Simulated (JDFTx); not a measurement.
Runs of JDFTx 1.7.0 (patched build) on BAs. It takes space group F-43m (No. 216, cubic). The conventional cell has a = 4.777 Å, b = 4.777 Å, c = 4.777 Å, α = 90.00°, β = 90.00°, γ = 90.00°. As (site symmetry -43m) is surrounded by 4 B at 2.07 Å. Around B (site symmetry -43m) lie 4 As at 2.07 Å. 

| task | level | potentials or basis | spin | cell | k mesh | cutoff (eV) | smearing | local potential set to -Z/r beyond | density cutoff over wavefunction cutoff | max SCF steps | SCF threshold on the energy | solver of the electrons | mesh quality | gap on the mesh (eV) | pressure (GPa) | V0 of scaled cells (Å³/atom) | B0 (GPa) |
| --- | --- | --- | --- | --- | --- | --- | --- | --- | --- | --- | --- | --- | --- | --- | --- | --- | --- |
| equation of state | RPBE | PseudoDojo-SR-PBE-0.5-standard with smoothed tails | off | as given | 10 × 10 × 10 | 1143 | fermi-dirac 0.05 eV | 6 bohr | 8 | 100 | 1e-09 Ha | scf | not flagged | - | - | 14.13 | 126 |
| equation of state | PBE | PseudoDojo-SR-PBE-0.5-standard | off | as given | 10 × 10 × 10 | 1143 | fermi-dirac 0.05 eV | - | 4 | 100 | 1e-08 Ha | scf | not flagged | - | - | (c) | 131 |
| single point | PBE | PseudoDojo-SR-PBE-0.5-standard | off | as given | 10 × 10 × 10 | 1143 | fermi-dirac 0.05 eV | - | 4 | 100 | 1e-08 Ha | scf | not flagged | 1.20 | 2.7 | - | - |
| single point | LDA | PseudoDojo-SR-LDA-0.4.1-standard with smoothed tails | off | the cell as VASP's run set it | 10 × 10 × 10 | 1088 | gaussian 0.1 eV | 6 bohr | 8 | 100 | 1e-09 Ha | scf | not flagged | 1.14 | -4.2 | - | - |
| single point | PBEsol | PseudoDojo-SR-PBEsol-0.4.1-standard with smoothed tails | off | as given | 10 × 10 × 10 | 1143 | fermi-dirac 0.05 eV | 6 bohr | 8 | 100 | 1e-09 Ha | scf | not flagged | 1.10 | (d) | - | - |
| single point | r2SCANh | SG15-PBE-1.2 | off | as given | 4 × 4 × 4 | 816 | fermi-dirac 0.05 eV | - | 8 | 100 | 1e-07 Ha | scf | coarse | 2.03 | 1.6 | - | - |
| single point | PBE | PseudoDojo-SR-PBE-0.5-standard with smoothed tails | off | as given | 10 × 10 × 10 | 1143 | fermi-dirac 0.05 eV | 6 bohr | 8 | 100 | 1e-09 Ha | scf | not flagged | 1.20 | 2.7 | - | - |
| single point | r2SCAN | SG15-PBE-1.2 with smoothed tails | off | as given | 10 × 10 × 10 | 1088 | fermi-dirac 0.05 eV | 6 bohr | 8 | 100 | 1e-09 Ha | scf | not flagged | (a) | 2.0 | - | - |
| equation of state | LDA | PseudoDojo-SR-LDA-0.4.1-standard | off | as given | 10 × 10 × 10 | 1088 | fermi-dirac 0.05 eV | - | 8 | 100 | 1e-09 Ha | scf | not flagged | - | - | (b) | 147 |

**Question.** Fill in the values left out.

**Answer.** (a) 1.29; (b) 13.25; (c) 13.90; (d) -0.7.

Caveats: some runs use coarse meshes; the potentials were made for another functional, which shifts forces and pressure (some runs); the empty levels aren't tightly converged (some runs).

A k mesh can miss the band edges, and the runs leave out spin-orbit coupling on As.

Not every run made on this cell is shown here.
